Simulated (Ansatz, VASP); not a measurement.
AgCl in VASP and in Ansatz

```
Ag Cl
1.0
     0.00000    2.99325    2.99325
     2.99325    0.00000    2.99325
     2.99325    2.99325    0.00000
Ag Cl
1 1
Direct
  0.00000 0.00000 0.00000
  0.25000 0.25000 0.25000
```

Alike in both runs: task single point; functional r2SCAN; k mesh 6 × 6 × 6; no spin polarisation.

```csv
,VASP,Ansatz
version,VASP 6.6.1,Ansatz 0.2.0
potentials or method,"VASP PAW PBE potentials, release 64 (Ag, Cl)","plane waves, PAW"
plane-wave cutoff (eV),520,500
occupations,"gaussian, width 0.01 eV",fixed
valence electrons in the cell,18,26
```

VASP gave:

| Quantity | Value |
| --- | --- |
| gap on the k mesh at the Fermi level (eV) | 1.60 |
| pressure (GPa) | 0.0 |

Question: Which values does Ansatz return?

Answer: gap on the k mesh at the Fermi level (eV): 1.65; pressure (GPa): 0.0.

The two sets of potentials don't hold the same shells in valence.

Caveats: the PAW data sets were made with another functional, which shifts forces and pressure a little (VASP).
